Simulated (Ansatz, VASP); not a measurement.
# Ga8As5P3 (random alloy of the zinc-blende GaP-GaAs line, x = 0.625): VASP beside Ansatz

Wanted: the spread between two codes on one cell, functional and k mesh. Of the first pair: The structure shown is the start of the Ansatz relaxation below; VASP solves that cell, so the two are compared at the walk's first step.

Main program and level: Ansatz 0.2.0; plane waves, with VASP 6.6.1 beside it; PBE.

**1. Set-up**

The cell holds 64 atoms: 32 Ga, 12 P and 20 As. Its edges and angles: a = 11.320 Å, b = 11.320 Å, c = 11.320 Å, α = 90.0°, β = 90.0°, γ = 90.0°. It derives from GaAs. Zinc-blende GaP-GaAs: 64 atoms, 20 of 32 P sites given to As at random, cell and internal coordinates interpolated linearly between the end members (Vegard's rule); (so at first; earlier steps may have moved the atoms), displaced by a Gaussian of 0.02 A. Lattice constants are starting values near those of PBE.

**2. Ansatz: relaxation, PBE**

Ansatz runs on its default PAW (the set named soft_2) files.

The two programs are compared at the cell with which this relaxation starts, whose forces are those of its first step.

Contents of input.yaml:

```yaml
crystal:
  lattice:
    - [11.32, 0.0, 0.0]
    - [0.0, 11.32, 0.0]
    - [0.0, 0.0, 11.32]
  atoms:
    - { symbol: Ga, position: [0.00287, 0.99892, 0.99907] }
    - { symbol: P, position: [0.1231, 0.12653, 0.12093] }
    - { symbol: Ga, position: [0.00308, 0.24866, 0.25056] }
    - { symbol: As, position: [0.12456, 0.37758, 0.37136] }
    - { symbol: Ga, position: [0.24943, 0.99932, 0.252] }
    - { symbol: As, position: [0.37306, 0.1247, 0.37345] }
    - { symbol: Ga, position: [0.25007, 0.25103, 0.99806] }
    - { symbol: As, position: [0.37702, 0.37659, 0.12589] }
    - { symbol: Ga, position: [0.00159, 0.99879, 0.49978] }
    - { symbol: As, position: [0.12335, 0.12453, 0.62594] }
    - { symbol: Ga, position: [0.99878, 0.2493, 0.74879] }
    - { symbol: P, position: [0.12351, 0.37381, 0.87498] }
    - { symbol: Ga, position: [0.24803, 0.00041, 0.75293] }
    - { symbol: As, position: [0.37631, 0.12466, 0.87343] }
    - { symbol: Ga, position: [0.24868, 0.25299, 0.50009] }
    - { symbol: As, position: [0.37387, 0.37534, 0.62871] }
    - { symbol: Ga, position: [0.00021, 0.50109, 0.00053] }
    - { symbol: P, position: [0.12438, 0.62298, 0.12438] }
    - { symbol: Ga, position: [0.99963, 0.75104, 0.25148] }
    - { symbol: P, position: [0.12665, 0.8755, 0.37656] }
    - { symbol: Ga, position: [0.24867, 0.50221, 0.25091] }
    - { symbol: As, position: [0.37447, 0.62586, 0.37487] }
    - { symbol: Ga, position: [0.252, 0.75269, 0.00386] }
    - { symbol: As, position: [0.37253, 0.87245, 0.12411] }
    - { symbol: Ga, position: [0.00028, 0.50155, 0.50056] }
    - { symbol: As, position: [0.12143, 0.62446, 0.62646] }
    - { symbol: Ga, position: [0.00041, 0.75135, 0.74961] }
    - { symbol: As, position: [0.12465, 0.87533, 0.87572] }
    - { symbol: Ga, position: [0.25035, 0.50021, 0.74882] }
    - { symbol: As, position: [0.37567, 0.62522, 0.877] }
    - { symbol: Ga, position: [0.25212, 0.75033, 0.49934] }
    - { symbol: P, position: [0.37387, 0.87575, 0.62514] }
    - { symbol: Ga, position: [0.49939, 8.0e-05, 0.9989] }
    - { symbol: P, position: [0.62623, 0.12421, 0.12716] }
    - { symbol: Ga, position: [0.50071, 0.25105, 0.24807] }
    - { symbol: As, position: [0.6253, 0.37631, 0.37332] }
    - { symbol: Ga, position: [0.74953, 6.0e-05, 0.24757] }
    - { symbol: As, position: [0.87556, 0.12649, 0.37348] }
    - { symbol: Ga, position: [0.75062, 0.24768, 0.99993] }
    - { symbol: As, position: [0.87215, 0.37698, 0.12572] }
    - { symbol: Ga, position: [0.49996, 0.99863, 0.50225] }
    - { symbol: As, position: [0.62848, 0.12172, 0.62718] }
    - { symbol: Ga, position: [0.50288, 0.2506, 0.74788] }
    - { symbol: As, position: [0.62653, 0.37468, 0.87393] }
    - { symbol: Ga, position: [0.74783, 0.00097, 0.7514] }
    - { symbol: P, position: [0.8739, 0.12592, 0.87298] }
    - { symbol: Ga, position: [0.75142, 0.25008, 0.49967] }
    - { symbol: As, position: [0.87482, 0.37654, 0.62633] }
    - { symbol: Ga, position: [0.50094, 0.50024, 0.00014] }
    - { symbol: As, position: [0.62609, 0.62541, 0.12621] }
    - { symbol: Ga, position: [0.49945, 0.7457, 0.25184] }
    - { symbol: P, position: [0.62886, 0.87578, 0.37482] }
    - { symbol: Ga, position: [0.74976, 0.49979, 0.25003] }
    - { symbol: P, position: [0.87302, 0.62409, 0.37324] }
    - { symbol: Ga, position: [0.75044, 0.74948, 0.00087] }
    - { symbol: P, position: [0.87469, 0.87674, 0.12538] }
    - { symbol: Ga, position: [0.50387, 0.49665, 0.49886] }
    - { symbol: As, position: [0.62659, 0.62947, 0.62456] }
    - { symbol: Ga, position: [0.50008, 0.7496, 0.75235] }
    - { symbol: P, position: [0.62449, 0.8762, 0.87443] }
    - { symbol: Ga, position: [0.74775, 0.50055, 0.75089] }
    - { symbol: P, position: [0.87728, 0.6248, 0.87391] }
    - { symbol: Ga, position: [0.75099, 0.75043, 0.5005] }
    - { symbol: As, position: [0.87487, 0.87705, 0.62565] }
kpoints:
  mp_grid: { grid: [1, 1, 1] }
hamiltonian:
  xc: pbe
scf:
  occupations: { method: fixed }
output:
  forces: true
relax:
  f_tol: 0.05
  max_steps: 150
  cell: {}
```

On the command line:

```
$ ansatz run input.yaml --threads 4 --pin off --max-ram 8192MiB --backend cpu --events-out ev --progress --plain --runs-dir out
```

Numbers of over 12 decimals in the logs are rounded to 6 here.

What it wrote:

```text
Engine: ansatz 0.2.0, aarch64-unknown-linux-gnu
Pseudopotentials: kind: paw
Pseudopotential: Ga, paw, valence charge 13, recommended cutoff 420 eV (normal), Ga.paw.azcp
Pseudopotential: P, paw, valence charge 5, recommended cutoff 420 eV (normal), P.paw.azcp
Pseudopotential: As, paw, valence charge 15, recommended cutoff 420 eV (normal), As.paw.azcp
Functional definition: PBE
  parameter kappa = 0.804
  parameter beta = 0.066725
  exchange = pbe_x(kappa = kappa, mu = beta*pi^2/3)
  correlation = pbe_c(beta = beta)
Crystal: 64 atoms, lattice volume = 1450.572 Å³
Basis set: ecut = 420 eV, 28353 PW (Γ), exchange–correlation on 160×160×160 points (8 copies of the dense FFT grid, shifted against one another)
Bands: 466, of which v1, the nominal top of the filled ones, is band 388 counted from 1 (387 counted from 0)
Symmetry: 1 space group operations
Space group: P1 (ITA 1), of the structure as read, at distance tolerance 1.1e-4 Å
k-points: 1
Non-local potential: Ga, projectors of the file, l = 0: 2, l = 1: 2, l = 2: 3, l = 3: 1
Non-local potential: P, projectors of the file, l = 0: 2, l = 1: 2, l = 2: 2
Non-local potential: As, projectors of the file, l = 0: 2, l = 1: 2, l = 2: 3, l = 3: 1
PAW form: soft (Blöchl's): semilocal exchange-correlation on the pseudo side does not see the compensation charge
PAW one-centre angular grid: Ga, 590 points (default); XC on 64 Gauss nodes
PAW one-centre angular grid: P, 110 points (default); XC on 64 Gauss nodes
PAW one-centre angular grid: As, 590 points (default); XC on 64 Gauss nodes
Initial density: superposition of atomic densities (neutral atoms: chi_scale 0, normalization atom), corrected by the library's trained network
Initial wavefunctions: pseudopotential atomic-orbital guess
Functional: x = pbe(κ = 0.804, μ = 0.219515), c = pbe(β = 0.066725)
SCF iter   1: F=—  HF=-227264.892431 eV  |F-HF|=—  |Δ(HF+E_count)|=         —  Δρ=1.88e-3  dr2=3.56e-2  ethr=1.77e-3  ⟨swp⟩=5.0  Hψ=1382  notcnv=0  defer=73
preconditioner: auto → Resta (q_TF=auto, 2.458 Å⁻¹)  ε∞=3.7  [insulator: Δε(μ)=0.614 eV  Ē_g=14.170 eV  n_scr=364 (ndim 8)  ℏωp=23.4 eV  f_vac=0.065  ε∞_Penn≈3.7]
SCF iter   2: F=—  HF=-227264.843766 eV  |F-HF|=—  |Δ(HF+E_count)|=   4.87e-2  Δρ=7.43e-4  dr2=7.07e-3  ethr=4.59e-6  ⟨swp⟩=3.0  Hψ=963  notcnv=0  defer=76
SCF iter   3: F=—  HF=-227264.844627 eV  |F-HF|=—  |Δ(HF+E_count)|=   8.61e-4  Δρ=4.60e-4  dr2=1.57e-3  ethr=9.11e-7  ⟨swp⟩=2.0  Hψ=783  notcnv=0  defer=76
SCF iter   4: F=—  HF=-227264.843564 eV  |F-HF|=—  |Δ(HF+E_count)|=   1.06e-3  Δρ=1.46e-4  dr2=2.34e-4  ethr=2.02e-7  ⟨swp⟩=2.0  Hψ=681  notcnv=0  defer=76
SCF iter   5: F=—  HF=-227264.843666 eV  |F-HF|=—  |Δ(HF+E_count)|=   1.02e-4  Δρ=3.46e-5  dr2=2.07e-5  ethr=3.02e-8  ⟨swp⟩=2.0  Hψ=781  notcnv=0  defer=76
SCF iter   6: F=—  HF=-227264.842899 eV  |F-HF|=—  |Δ(HF+E_count)|=   7.67e-4  Δρ=2.50e-5  dr2=6.67e-6  ethr=2.67e-9  ⟨swp⟩=3.0  Hψ=784  notcnv=0  defer=76
SCF iter   7: F=—  HF=-227264.842904 eV  |F-HF|=—  |Δ(HF+E_count)|=   4.66e-6  Δρ=6.47e-6  dr2=6.32e-7  ethr=8.59e-10  ⟨swp⟩=2.0  Hψ=681  notcnv=0  defer=76
SCF iter   8: F=—  HF=-227264.842905 eV  |F-HF|=—  |Δ(HF+E_count)|=   1.09e-6  Δρ=2.59e-6  dr2=1.23e-7  ethr=8.14e-11  ⟨swp⟩=3.0  Hψ=832  notcnv=0  defer=76
SCF iter   9: F=-227264.842905 eV  HF=-227264.842905 eV  |F-HF|=2.21e-9  |Δ(HF+E_count)|=   5.38e-9  Δρ=9.51e-7  dr2=1.03e-8  ethr=1.29e-11  ⟨swp⟩=4.0  Hψ=1534  notcnv=0
SCF 1 converged in 9 iterations: F = -227264.842905 eV  dr2 = 1.03e-8
  greatest PAW one-centre occupation: 0.999 electrons in one spin orbital (limit 2), on the As atom at site 35 (counted from 0), in its partial waves of l = 2
relax step   1: F+E_penalty+E_count = -227264.84290470 eV  Δ(F+E_penalty+E_count) = +0.000e0 eV  max|allowed force component| = 8.760e-1 eV/Å  Δτ_max = 0.0000 Å  P = +0.142 GPa  Ω = 1450.572 Å³  (9 SCF iters, dr2 threshold 1.00e-7 eV, accepted)
Crystal: 64 atoms, lattice volume = 1450.634 Å³
Basis set: ecut = 420 eV, 28373 PW (Γ), exchange–correlation on 160×160×160 points (8 copies of the dense FFT grid, shifted against one another)
Initial density: handed on by an earlier stage of this run
Initial wavefunctions: those handed on with the density
iter 1 solved again at ethr=4.20e-5 eV; its pass at ethr=3.10e-3 eV (dr2=3.26e-1 eV) is discarded
SCF iter   1: F=—  HF=-227265.782937 eV  |F-HF|=—  |Δ(HF+E_count)|=         —  Δρ=7.70e-3  dr2=3.28e-1  ethr=4.20e-5  ⟨swp⟩=3.0  Hψ=1418  notcnv=0  defer=73
preconditioner: auto → Resta (q_TF=auto, 2.458 Å⁻¹)  ε∞=3.7  [insulator: Δε(μ)=0.622 eV  Ē_g=14.172 eV  n_scr=364 (ndim 8)  ℏωp=23.4 eV  f_vac=0.066  ε∞_Penn≈3.7]
SCF iter   2: F=—  HF=-227265.738264 eV  |F-HF|=—  |Δ(HF+E_count)|=   4.47e-2  Δρ=3.89e-3  dr2=8.56e-2  ethr=4.20e-5  ⟨swp⟩=2.0  Hψ=466  notcnv=0  defer=76
[...]
atom  12  P     -0.00372671     0.00169571     0.00187031
  atom  13  Ga     0.00759428    -0.00004861    -0.01353872
  atom  14  As    -0.00757587    -0.00738544     0.00125955
  atom  15  Ga     0.00395903    -0.00335033    -0.00430740
  atom  16  As     0.00212064     0.00334348    -0.00065281
  atom  17  Ga     0.00158307    -0.00764392    -0.00044581
  atom  18  P     -0.00134949    -0.00568615     0.00274218
  atom  19  Ga     0.00161056     0.00051623     0.00540248
  atom  20  P     -0.00863781    -0.00032743    -0.00001357
  atom  21  Ga    -0.01029288    -0.00786812    -0.00434733
  atom  22  As     0.00186957     0.00653341    -0.00244478
  atom  23  Ga    -0.01483340    -0.00790455    -0.00983114
  atom  24  As     0.00007501    -0.00069295    -0.00317198
  atom  25  Ga     0.00105018     0.00627684     0.00527672
  atom  26  As    -0.00039158    -0.00047904     0.00387498
  atom  27  Ga    -0.00226593    -0.00939436     0.00127787
  atom  28  As     0.00289028     0.00184471     0.00689907
  atom  29  Ga    -0.00322818     0.00322011     0.00434750
  atom  30  As     0.01123817     0.00032186    -0.00128818
  atom  31  Ga     0.00396603    -0.00034551     0.00357930
  atom  32  P      0.00605630     0.00306090    -0.00278116
  atom  33  Ga     0.00815533     0.00577747     0.00219193
  atom  34  P      0.00009088    -0.00114149    -0.00213778
  atom  35  Ga    -0.00068944    -0.00176206     0.00357887
[...]
atom  57  Ga    -0.00048241     0.00010923     0.00265653
  atom  58  As     0.00239494     0.00069227     0.00632439
  atom  59  Ga    -0.00622537    -0.00179909    -0.01273261
  atom  60  P      0.00414881     0.00415255    -0.00195158
  atom  61  Ga     0.00316528    -0.00189690     0.00148928
  atom  62  P      0.00087691     0.00409260    -0.00032384
  atom  63  Ga     0.00110415     0.00868646     0.00013897
  atom  64  As     0.00277070    -0.00096297    -0.00528806
  max |Σ_I F_I| component: 3.47e-7 eV/Å
--- Stress (GPa, compression-positive) ---
       -0.024794      -0.012796       0.010170
       -0.012796      -0.011570      -0.015636
        0.010170      -0.015636      -0.024499
  P = ⅓ Tr σ = -0.0203 GPa (-0.203 kbar)
--- Relaxed structure (3 steps of the walk, 3 accepted, 1 SCFs on fresh bases) ---
  F+E_penalty+E_count = -227265.77875122 eV   max|allowed force component| = 1.483e-2 eV/Å   (the final SCF, on the basis selected at the relaxed cell)
  cell:  # Å, volume = 1449.6847 Å³
    - [11.318305, 0.00161746, -0.00128079]
    - [0.00161746, 11.316508, 0.00191722]
    - [-0.00128079, 0.00191722, 11.318263]
  atoms:
    - { symbol: Ga, position: [-0.00330928, 1.002593, 1.003818] }
    - { symbol: P, position: [0.122950, 0.123684, 0.123931] }
    - { symbol: Ga, position: [0.00281109, 0.246752, 0.246080] }
    - { symbol: As, position: [0.123923, 0.376322, 0.372822] }
    - { symbol: Ga, position: [0.243135, 0.999981, 0.248968] }
    - { symbol: As, position: [0.375087, 0.122159, 0.373829] }
    - { symbol: Ga, position: [0.242950, 0.248827, 1.000166] }
    - { symbol: As, position: [0.373025, 0.374309, 0.124041] }
    - { symbol: Ga, position: [0.00253881, 0.996122, 0.497236] }
    - { symbol: As, position: [0.124752, 0.124012, 0.626178] }
    - { symbol: Ga, position: [0.999436, 0.249246, 0.757402] }
    - { symbol: P, position: [0.122589, 0.375077, 0.877461] }
    - { symbol: Ga, position: [0.253545, -0.0037048, 0.747900] }
    - { symbol: As, position: [0.375102, 0.124011, 0.876525] }
    - { symbol: Ga, position: [0.250012, 0.250452, 0.499579] }
    - { symbol: As, position: [0.373960, 0.375311, 0.626350] }
    - { symbol: Ga, position: [0.00215355, 0.503875, -0.00220017] }
    - { symbol: P, position: [0.121873, 0.626810, 0.124897] }
    - { symbol: Ga, position: [0.999331, 0.751124, 0.248674] }
    - { symbol: P, position: [0.123937, 0.874217, 0.372883] }
    - { symbol: Ga, position: [0.246609, 0.504880, 0.246518] }
    - { symbol: As, position: [0.374111, 0.628368, 0.374833] }
    - { symbol: Ga, position: [0.246840, 0.748232, 0.00456325] }
    - { symbol: As, position: [0.375098, 0.876333, 0.126149] }
    - { symbol: Ga, position: [-0.00321415, 0.504376, 0.496141] }
    - { symbol: As, position: [0.123982, 0.626498, 0.624920] }
    - { symbol: Ga, position: [-0.00347425, 0.747602, 0.753307] }
    - { symbol: As, position: [0.123168, 0.875355, 0.877100] }
    - { symbol: Ga, position: [0.245742, 0.496958, 0.753280] }
    - { symbol: As, position: [0.373840, 0.626636, 0.875245] }
    - { symbol: Ga, position: [0.249682, 0.756750, 0.500271] }
    - { symbol: P, position: [0.376115, 0.875207, 0.624229] }
    - { symbol: Ga, position: [0.505860, -0.000575212, 1.000440] }
    - { symbol: P, position: [0.627299, 0.121734, 0.123927] }
    - { symbol: Ga, position: [0.503313, 0.245563, 0.245493] }
    - { symbol: As, position: [0.626250, 0.375027, 0.373692] }
    - { symbol: Ga, position: [0.747352, -0.00421463, 0.246457] }
    - { symbol: As, position: [0.875262, 0.121864, 0.371963] }
    - { symbol: Ga, position: [0.750951, 0.243920, 1.001173] }
    - { symbol: As, position: [0.876971, 0.375150, 0.123203] }
    - { symbol: Ga, position: [0.501045, 0.993228, 0.499478] }
    - { symbol: As, position: [0.625526, 0.121973, 0.626013] }
    - { symbol: Ga, position: [0.500365, 0.249823, 0.750372] }
    - { symbol: As, position: [0.627518, 0.374327, 0.876328] }
    - { symbol: Ga, position: [0.751569, 0.000184061, 0.756376] }
    - { symbol: P, position: [0.875267, 0.123792, 0.878403] }
    - { symbol: Ga, position: [0.751419, 0.248747, 0.500616] }
    - { symbol: As, position: [0.876275, 0.376417, 0.627064] }
    - { symbol: Ga, position: [0.500945, 0.500830, 0.000477158] }
    - { symbol: As, position: [0.628405, 0.628374, 0.124740] }
    - { symbol: Ga, position: [0.503628, 0.754001, 0.252728] }
    - { symbol: P, position: [0.626472, 0.875307, 0.373809] }
    - { symbol: Ga, position: [0.755047, 0.503646, 0.251685] }
    - { symbol: P, position: [0.876133, 0.628604, 0.372638] }
    - { symbol: Ga, position: [0.754581, 0.753895, -0.00272985] }
    - { symbol: P, position: [0.875105, 0.875434, 0.124790] }
    - { symbol: Ga, position: [0.499344, 0.500940, 0.500549] }
    - { symbol: As, position: [0.626299, 0.628454, 0.625111] }
    - { symbol: Ga, position: [0.500511, 0.757202, 0.750602] }
    - { symbol: P, position: [0.627428, 0.876178, 0.876283] }
    - { symbol: Ga, position: [0.753685, 0.504788, 0.754321] }
    - { symbol: P, position: [0.876244, 0.626693, 0.877397] }
    - { symbol: Ga, position: [0.750640, 0.751163, 0.493097] }
    - { symbol: As, position: [0.874102, 0.874319, 0.625182] }
```

[end of part 1 of 2]

[Lines on the potential files, build, host, timing and source positions are cut from VASP's logs without a mark.]

[Logs are printed without paths, hosts, clocks, repeated set-up lines and the standing remarks that a program may print on its own settings, such as how far it seeks lower states.]

[Hosts, paths, dates, database ids (printed as entryN), source tags and the programs' standing remarks are cut or masked in the printed files.]
